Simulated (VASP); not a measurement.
# Ba, self-consistent run: which settings are enough?

Ba, P1 (no. 1), 32 atoms in the cell. PBEsol; PAW potentials Ba_sv (PBE set). VASP 6.6.1.

Wanted: energy within 2 meV/atom; forces within 0.01 eV/Å.

What the run is for: forces in a large cell; Accuracy asked: standard; Cell repeated: 2 × 2 × 2.

POSCAR:
```
Ba
1.0
   -8.2623894958      8.2623894958      7.6735412906
    8.2623894958     -8.2623894958      7.6735412906
    8.2623894958      8.2623894958     -7.6735412906
Ba
32
Direct
    0.3406460000      0.0892750000      0.4291150000
    0.3428790000      0.0911480000      0.9342820000
    0.3409480000      0.5910320000      0.4305810000
    0.3401140000      0.5901890000      0.9355030000
    0.8381880000      0.0892330000      0.4313310000
    0.8397670000      0.0922980000      0.9300540000
    0.8391000000      0.5861900000      0.4295370000
    0.8406700000      0.5923750000      0.9341220000
    0.1553860000      0.4076120000      0.0678950000
    0.1655630000      0.4118240000      0.5709730000
    0.1583560000      0.9104730000      0.0721200000
    0.1623940000      0.9157400000      0.5703020000
    0.6567250000      0.4053400000      0.0654950000
    0.6587960000      0.4068010000      0.5654660000
    0.6605700000      0.9091300000      0.0677300000
[... 4 lines left out ...]
    0.0910550000      0.6573610000      0.7490270000
    0.5945710000      0.1633720000      0.2521780000
    0.5933960000      0.1622860000      0.7523190000
    0.5910610000      0.6580270000      0.2493040000
    0.5889740000      0.6558430000      0.7487690000
    0.4096630000      0.3410820000      0.2458310000
    0.4079340000      0.3377280000      0.7515080000
    0.4110100000      0.8431630000      0.2492080000
    0.4087470000      0.8415440000      0.7486970000
    0.9109090000      0.3445950000      0.2558260000
    0.9057170000      0.3421840000      0.7448110000
    0.9085300000      0.8414980000      0.2500240000
    0.9069150000      0.8386300000      0.7473690000
```

The series start from Plane-wave cutoff (eV): 210; Projection operators (LREAL): Auto, ROPT -0.00025; Electronic threshold (eV): 1e-5; Parallel layout: defaults; Program: vasp_std; Bands a block (NSIM): NSIM=4; Data layout and linear algebra: defaults. Each series keeps the choices made before it, and each single choice may use up half of a tolerance.

## Plane-wave cutoff (eV)

| Plane-wave cutoff (eV) | Energy less reference (meV/atom) | Forces, largest deviation (eV/Å) | SCF iterations | Time (s) |
|---|---|---|---|---|
| 170 | -8.5 | 0.003 | 13 | 45 |
| 180 | -9.3 | 0.002 | 13 | 50 |
| 210 | -6.1 | 0.001 | 13 | 72 |
| 240 | -2.6 | 0.003 | 14 | 56 |
| 300 (reference) | 0.0 | 0.000 | 13 | 75 |

Chosen: 300; the next looser run is off by more than half of the tolerance, so convergence isn't shown beyond this value.

## Projection operators (LREAL)

| Projection operators (LREAL) | Energy less reference (meV/atom) | Forces, largest deviation (eV/Å) | SCF iterations | Time (s) |
|---|---|---|---|---|
| Auto, ROPT -0.005 | 1.7 | 0.022 | 13 | 67 |
| Auto, ROPT -0.002 | 0.5 | 0.009 | 13 | 68 |
| Auto, ROPT -0.001 | 0.0 | 0.002 | 13 | 67 |
| Auto, ROPT -0.0005 | 0.0 | 0.001 | 13 | 76 |
| Auto, ROPT -0.00025 | 0.0 | 0.001 | 13 | 75 |
| Auto, ROPT -0.0001 | 0.1 | 0.000 | 13 | 95 |
| False (reference) | 0.0 | 0.000 | 13 | 102 |

Chosen: Auto, ROPT -0.001, the loosest value from which every tighter one stays within half of the tolerance.

## Electronic threshold (eV)

| Electronic threshold (eV) | Energy less reference (meV/atom) | Forces, largest deviation (eV/Å) | SCF iterations | Time (s) |
|---|---|---|---|---|
| 0.001 | 0.0 | 0.005 | 10 | 65 |
| 0.0001 | 0.0 | 0.003 | 12 | 78 |
| 1e-5 | 0.0 | 0.001 | 13 | 67 |
| 1e-6 | 0.0 | 0.000 | 15 | 97 |
| 1e-7 (reference) | 0.0 | 0.000 | 18 | 103 |

Chosen: 0.001.

## Parallel layout

| Parallel layout | Energy less reference (meV/atom) | Forces, largest deviation (eV/Å) | SCF iterations | Time (s) |
|---|---|---|---|---|
| defaults | 0.0 | 0.000 | 10 | 65 |
| NCORE=2 | 0.0 | 0.000 | 10 | 66 |
| NCORE=4 | 0.0 | 0.000 | 10 | 53 |
| NCORE=8 | 0.0 | 0.000 | 10 | 48 |
| NPAR=2 | 0.0 | 0.000 | 10 | 54 |

Chosen: defaults; no other choice that stays within half of the tolerance saves 30 % of the time.

## Program

| Program | Energy less reference (meV/atom) | Forces, largest deviation (eV/Å) | SCF iterations | Time (s) |
|---|---|---|---|---|
| vasp_std | 0.0 | 0.000 | 10 | 65 |
| vasp_gam | 0.0 | 0.004 | 10 | 46 |

Chosen: vasp_std.

## Bands a block (NSIM)

| Bands a block (NSIM) | Energy less reference (meV/atom) | Forces, largest deviation (eV/Å) | SCF iterations | Time (s) |
|---|---|---|---|---|
| NSIM=4 | 0.0 | 0.000 | 10 | 65 |
| NSIM=1 | 0.0 | 0.000 | 10 | 58 |
| NSIM=2 | 0.0 | 0.000 | 10 | 58 |
| NSIM=8 | 0.0 | 0.003 | 10 | 63 |
| NSIM=16 | 0.0 | 0.003 | 10 | 60 |

Chosen: NSIM=4.

## Data layout and linear algebra

| Data layout and linear algebra | Energy less reference (meV/atom) | Forces, largest deviation (eV/Å) | SCF iterations | Time (s) |
|---|---|---|---|---|
| defaults | 0.0 | 0.000 | 10 | 65 |
| LPLANE=False | 0.0 | 0.000 | 10 | 61 |
| LSCALAPACK=False | 0.0 | 0.000 | 10 | 60 |
| LSCALU=True | 0.0 | 0.000 | 10 | 63 |

Chosen: defaults.

## All choices together

| Input | Energy less reference (meV/atom) | Forces, largest deviation (eV/Å) | Time (s) |
|---|---|---|---|
| the program's defaults (naive) | -8.1 | 0.030 | 29 |
| chosen settings | 0.0 | 0.006 | 65 |
| reference settings throughout | 0.0 | 0.000 | 119 |

The chosen settings stay within the tolerance of the reference run, but the reference itself isn't shown to be converged in: Plane-wave cutoff (eV).

## The input

INCAR:
```
GGA = PS
ISMEAR = 1
SIGMA = 0.1
LWAVE = F
LCHARG = F
ISIF = 2
ISYM = 0
PREC = Accurate
LASPH = T
LREAL = Auto
ALGO = Normal
EDIFF = 0.001
NELM = 120
GGA_COMPAT = F
ENCUT = 300
ROPT = -0.001
NSIM = 4
```

KPOINTS:
```
k-points
0
Gamma
  1 1 1
```

Commands:
```
cat potpaw_PBE.64/Ba_sv/POTCAR > POTCAR
mpirun -np 8 vasp_std > vasp.out
```

Limits: Only the k mesh 1 × 1 × 1 was run, so its error is untested.

The chosen input took VASP 6.6.1 65 s on 8 cores (Intel Xeon Platinum 8488C (Sapphire Rapids)), a shared host.

## An input that fails: Gamma-only program on a mesh of k points

VASP's message: You are using the Gamma-point-only version with more than one k-point or some other non-Gamma k-point.

k mesh: 1 × 1 × 1 becomes 2 × 2 × 2.

Changes against the starting input:
```
- NELM = 120
+ NELM = 67
- vasp_std
+ vasp_gam
(KPOINTS)
-k-points
+Automatic mesh
-  1 1 1
+  2 2 2
+  0 0 0
```
